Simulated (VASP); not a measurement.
# Ru in VASP: relaxation of the atoms with PBE

Aim: the relaxation of the atoms of Ru with PBE.

All numbers are computed with VASP 6.6.1; they aren't measurements. Logs are shortened: lines on timing, memory, paths and dates and some standing lists are left out, and cuts for length are marked.

## (1) The slab as given

The cell holds a slab with vacuum, 4 atoms: a = 2.719 Å, b = 2.719 Å, c = 27.376 Å, α = 90.00°, β = 90.00°, γ = 120.00°.

The cell was built by a generator and needn't be a form met in nature.

## (2) Relaxation of the atoms, PBE

The input, INCAR:

```
ALGO = Fast ; DIPOL = 0.5 0.5 0.500
EDIFF = 1E-7 ; EDIFFG = -0.02
ENCUT = 520 ; GGA = PE
IBRION = 2 ; IDIPOL = 3
ISIF = 2 ; ISMEAR = 1
LASPH = T ; LCHARG = F
LDIPOL = T ; LREAL = F
LWAVE = F ; NELM = 120
NSW = 90 ; PREC = Accurate
SIGMA = 0.1
```

The input, KPOINTS:

```
k-points
0
Gamma
  14 14 1
```

The input, POSCAR:

```
Ru
1.0
    2.7193470000      0.0000000000      0.0000000000
   -1.3596735000      2.3550235400      0.0000000000
    0.0000000000      0.0000000000     27.3762814600
Ru
4
Selective dynamics
Direct
    0.3333330000      0.6666670000      0.3822968500  F F F
    0.6666670000      0.3333330000      0.4607656200  T T T
    0.3333330000      0.6666670000      0.5392343800  T T T
    0.6666670000      0.3333330000      0.6177031500  T T T
```

Potentials or basis: VASP PAW PBE potentials, release 64 (Ru_pv).

On the command line:

```
cat potpaw_PBE.64/Ru_pv/POTCAR > POTCAR
mpirun -np 1 vasp_std > vasp.out
```

OUTCAR:

```text
EDIFF = 1E-7
   EDIFFG = -0.02
   ENCUT = 520
   GGA = PE
   IBRION = 2
   ISIF = 2
   ISMEAR = 1
   LASPH = T
   LREAL = F
   NELM = 120
   NSW = 90
   PREC = Accurate

 ion  position               nearest neighbor table
   1  0.333  0.667  0.382-   2 2.66   2 2.66   2 2.66
   2  0.667  0.333  0.461-   3 2.66   3 2.66   1 2.66   1 2.66   3 2.66   1 2.66
   3  0.333  0.667  0.539-   2 2.66   2 2.66   4 2.66   4 2.66   2 2.66   4 2.66
   4  0.667  0.333  0.618-   3 2.66   3 2.66   3 2.66

  LATTYP: Found a hexagonal cell.
 ALAT       =     2.7193470000
 C/A-ratio  =    10.0672262348

  Lattice vectors:

 A1 = (   2.7193470000,   0.0000000000,   0.0000000000)
 A2 = (  -1.3596735000,   2.3550235400,   0.0000000000)
 A3 = (   0.0000000000,   0.0000000000,  27.3762814600)

Analysis of symmetry for initial positions (statically):
=====================================================================
 Subroutine PRICEL returns:
 Original cell was already a primitive cell.

 Routine SETGRP: Setting up the symmetry group for a
 hexagonal supercell.

 Subroutine GETGRP returns: Found 12 space group operations
 (whereof 12 operations were pure point group operations)
 out of a pool of 24 trial point group operations.

The static configuration has the point symmetry D_3d.

Analysis of symmetry for dynamics (positions and initial velocities):
=====================================================================
 Subroutine PRICEL returns:
 Original cell was already a primitive cell.

 Routine SETGRP: Setting up the symmetry group for a
 hexagonal supercell.

 Subroutine GETGRP returns: Found 12 space group operations
 (whereof 12 operations were pure point group operations)
 out of a pool of 24 trial point group operations.

The dynamic configuration has the point symmetry D_3d.

Analysis of constrained symmetry for selective dynamics:
=====================================================================
 Subroutine PRICEL returns:
 Original cell was already a primitive cell.

 Routine SETGRP: Setting up the symmetry group for a
 hexagonal supercell.

 Subroutine GETGRP returns: Found  6 space group operations
 (whereof  6 operations were pure point group operations)
 out of a pool of 24 trial point group operations.

The constrained configuration has the point symmetry C_3v.

 Subroutine INISYM returns: Found  6 space group operations
 (whereof  6 operations are pure point group operations),
 and found     1 'primitive' translations

----------------------------------------------------------------------------------------

                                     Primitive cell

  volume of cell :     175.3212

  direct lattice vectors                    reciprocal lattice vectors
     2.719347000  0.000000000  0.000000000     0.367735342  0.212312103  0.000000000
    -1.359673500  2.355023540  0.000000000     0.000000000  0.424624206  0.000000000
     0.000000000  0.000000000 27.376281460     0.000000000  0.000000000  0.036527970

  length of vectors
     2.719347000  2.719346962 27.376281460     0.424624200  0.424624206  0.036527970

  position of ions in fractional coordinates (direct lattice)
     0.333333000  0.666667000  0.382296850
     0.666667000  0.333333000  0.460765620
     0.333333000  0.666667000  0.539234380
     0.666667000  0.333333000  0.617703150

  ion indices of the primitive-cell ions
   primitive index   ion index
                 1           1
                 2           2
                 3           3
                 4           4

----------------------------------------------------------------------------------------

 KPOINTS: k-points

Automatic generation of k-mesh.
 Grid dimensions read from file:
 generate k-points for:   14   14    1
[... 46 lines left out ...]
   number of dos      NEDOS =    301   number of ions     NIONS =      4
   total plane-waves  NPLWV =  84000
   dimension x,y,z NGX =    20 NGY =   20 NGZ =  210
   dimension x,y,z NGXF=    40 NGYF=   40 NGZF=  420
   ions per type =               4
   NGX,Y,Z   is equivalent  to a cutoff of  12.23, 12.23, 12.75 a.u.
   NGXF,Y,Z  is equivalent  to a cutoff of  24.45, 24.45, 25.51 a.u.
 SYSTEM =  unknown system
   PREC   = accura    normal or accurate (medium, high low for compatibility)
   ISTART =      0    job   : 0-new  1-cont  2-samecut
   ICHARG =      2    charge: 1-file 2-atom 10-const
   ISPIN  =      1    spin polarized calculation?
   LNONCOLLINEAR =      F non collinear calculations
   LSORBIT =      F    spin-orbit coupling
   LASPH  =      T    aspherical Exc in radial PAW
   ENCUT  =  520.0 eV  38.22 Ry    6.18 a.u.   5.06  5.06 50.90*2*pi/ulx,y,z
   NELM   =    120;   NELMIN=  2; NELMDL= -5     # of ELM steps
   EDIFF  = 0.1E-06   stopping-criterion for ELM
   LREAL  =      F    real-space projection
   EDIFFG = -.2E-01   stopping-criterion for IOM
   NSW    =     90    number of steps for IOM
   IBRION =      2    ionic relax: 0-MD 1-quasi-New 2-CG
   NFREE  =      1    steps in history (QN), initial steepest desc. (CG)
   ISIF   =      2    stress and relaxation
   ISYM   =      2    0-nonsym 1-usesym 2-fastsym
   POTIM  = 0.5000    time-step for ionic-motion
   TEBEG  =    0.0;   TEEND  =   0.0 temperature during run
   PSTRESS=    0.0 pullay stress
   NELECT =      56.0000    total number of electrons
   NUPDOWN=      -1.0000    fix difference up-down
   EMIN   =  10.00;   EMAX   =-10.00  energy-range for DOS
   EFERMI =   0.00;   METHOD = LEGACY
   ISMEAR =     1;   SIGMA  =   0.10  broadening in eV -4-tet -1-fermi 0-gaus
   EFERMI_NEDOS =   21; number of points for ismear=-14 and -15
   IALGO  =     68    algorithm
   IMIX   =      4    mixing-type and parameters
     AMIX     =   0.40;   BMIX     =  1.00
     AMIX_MAG =   1.60;   BMIX_MAG =  1.00
  volume/ion in A,a.u.               =      43.83       295.78
  Fermi-wavevector in a.u.,A,eV,Ry     =   1.119076  2.114746 17.038984  1.252330
  Thomas-Fermi vector in A             =   2.255712
   LORBIT       =      0    0 simple, 1 ext, 2 COOP (PROOUT), +10 PAW based schemes
   GGA     = PE    functional components
   LHFCALC =     F    Hartree Fock is set to
   AEXX    =    0.0000 exact exchange contribution
   IVDW    =     0    specifies the selected vdW correction
   LEPSILON=     F    determine dielectric tensor
   LRPA    =     F    only Hartree local field effects (RPA)
 conjugate gradient relaxation of ions
 non-spin polarized calculation
 RMM-DIIS sequential band-by-band and
 Methfessel and Paxton  Order N= 1 SIGMA  =   0.10
  energy-cutoff  :      520.00
  volume of cell :      175.32
 maximum number of plane-waves:      4763
   NGX = 11   NGY = 11   NGZ =101

--------------------------------------- Ionic step        1  -------------------------------------------

 number of electron      56.0000024 magnetization

 Free energy of the ion-electron system (eV)
  ---------------------------------------------------
  ext. energy  EPLUGINS =         0.00000000
  ---------------------------------------------------
  free energy    TOTEN  =       -34.75513415 eV

  energy without entropy =      -34.75980458  energy(sigma->0) =      -34.75669096

------------------------ aborting loop because EDIFF is reached ----------------------------------------

  FORCE on cell =-STRESS in cart. coord.  units (eV):
  Direction    XX          YY          ZZ          XY          YZ          ZX
  --------------------------------------------------------------------------------------
  -------------------------------------------------------------------------------------
  Total       -3.8177278     -3.8177276     -3.3301405      0.0000000      0.0000000      0.0000000
  in kB      -34.8884120    -34.8884107    -30.4325824      0.0000000      0.0000000      0.0000000
  external PRESSURE =     -33.4031350 kB  Pullay stress =       0.0000000 kB
[... 65 lines left out ...]
 number of electron      56.0000006 magnetization

------------------------ aborting loop because EDIFF is reached ----------------------------------------

 vacuum level on the upper side and lower side of the slab       (xc-potential included)        -0.019         0.004

  FORCE on cell =-STRESS in cart. coord.  units (eV):
  Direction    XX          YY          ZZ          XY          YZ          ZX
  --------------------------------------------------------------------------------------
  -------------------------------------------------------------------------------------
  Total       -3.3999875     -3.3999874     -2.4835696      0.0000000      0.0000000      0.0000000
  in kB      -31.0708806    -31.0708794    -22.6961699      0.0000000      0.0000000      0.0000000
  external PRESSURE =     -28.2793100 kB  Pullay stress =       0.0000000 kB
[... 209 lines left out ...]
  FREE ENERGIE OF THE ION-ELECTRON SYSTEM (eV)
  ---------------------------------------------------
  free  energy   TOTEN  =       -34.8081765268 eV

  energy  without entropy=      -34.8073194769  energy(sigma->0) =      -34.80789084

 dipolmoment           0.000000      0.000000      0.001143 electrons x Angstroem

--------------------------------------- Ionic step        9  -------------------------------------------

 number of electron      56.0000022 magnetization

 dipolmoment           0.000000      0.000000     -0.000023 electrons x Angstroem

 Free energy of the ion-electron system (eV)
  ---------------------------------------------------
  ext. energy  EPLUGINS =         0.00000000
  ---------------------------------------------------
  free energy    TOTEN  =       -34.80858108 eV

  energy without entropy =      -34.80738319  energy(sigma->0) =      -34.80818178

 E-fermi :   0.5655     XC(G=0):  -5.1175

 val. band max:        0.5623488074   @ k =   0.2857   0.0714   0.0000
 cond. band min:       0.5704224705   @ k =   0.2143   0.0000   0.0000
 fundamental gap:      0.0080736631
 Fermi energy:         0.5654830699

 k-point     1 :       0.0000    0.0000    0.0000
  band No.  band energies     occupation
      1     -43.0604      2.00000
      2     -42.6630      2.00000
      3     -42.2692      2.00000
      4     -42.2692      2.00000
      5     -42.1925      2.00000
      6     -42.1925      2.00000
[... 853 lines left out ...]
     32       1.8178     -0.00000
     33       7.2326      0.00000

------------------------ aborting loop because EDIFF is reached ----------------------------------------

 vacuum level on the upper side and lower side of the slab       (xc-potential included)        -0.017        -0.017

  FORCE on cell =-STRESS in cart. coord.  units (eV):
  Direction    XX          YY          ZZ          XY          YZ          ZX
  --------------------------------------------------------------------------------------
  -------------------------------------------------------------------------------------
  Total       -2.7193805     -2.7193804     -0.0628341      0.0000000      0.0000000     -0.0000000
  in kB      -24.8511351    -24.8511342     -0.5742113      0.0000000      0.0000000     -0.0000000
  external PRESSURE =     -16.7588268 kB  Pullay stress =       0.0000000 kB
[... 19 lines left out ...]
  FREE ENERGIE OF THE ION-ELECTRON SYSTEM (eV)
  ---------------------------------------------------
  free  energy   TOTEN  =       -34.8085810751 eV

  energy  without entropy=      -34.8073831922  energy(sigma->0) =      -34.80818178

 reached required accuracy - stopping structural energy minimisation

 vacuum level on the upper side and lower side of the slab         5.587         5.589
```

It took 19 min on 1 thread of Intel Xeon Platinum 8488C (Sapphire Rapids), shared host; peak memory 0.36 GiB.

What came out:

| Item | Value |
| --- | --- |
| Free energy | -34.8086 eV |
| Energy gained by relaxing | 13.4 meV/atom |
| Ionic steps | 9 |
| Band gap on the k mesh | none (metal or under the smearing width) |

Step by step:
```csv
step,energy change (eV),largest force (eV/Å),pressure (GPa)
1,0.0000,0.6945,-3.34
2,-0.0297,0.5319,-2.90
3,-0.0301,0.5090,-2.83
4,-0.0353,0.4504,-2.69
5,-0.0471,0.2653,-2.27
6,-0.0522,0.1408,-1.36
7,-0.0533,0.0578,-1.65
8,-0.0530,0.1036,-1.73
9,-0.0534,0.0022,-1.68
```

Final structure:
```cif
data_structure
_symmetry_space_group_name_H-M 'P 1'
_symmetry_Int_Tables_number 1
_cell_length_a 2.7193
_cell_length_b 2.7193
_cell_length_c 27.3763
_cell_angle_alpha 90.000
_cell_angle_beta 90.000
_cell_angle_gamma 120.000
_cell_volume 175.32
loop_
_atom_site_label
_atom_site_type_symbol
_atom_site_fract_x
_atom_site_fract_y
_atom_site_fract_z
_atom_site_occupancy
Ru1 Ru 0.33333 0.66667 0.38230 1
Ru2 Ru 0.66667 0.33333 0.45804 1
Ru3 Ru 0.33333 0.66667 0.53700 1
Ru4 Ru 0.66667 0.33333 0.61274 1
```

Levels at points of the mesh, in eV from the Fermi level:
```csv
k point,band 25,band 26,band 27,band 28,band 29,band 30,band 31,band 32
"(0.00, 0.00, 0.00)",-2.06,-2.06,-1.72,-0.88,-0.88,0.09,0.09,0.16
"(0.50, 0.00, 0.00)",0.14,0.15,1.03,1.35,1.37,1.52,1.89,1.93
```
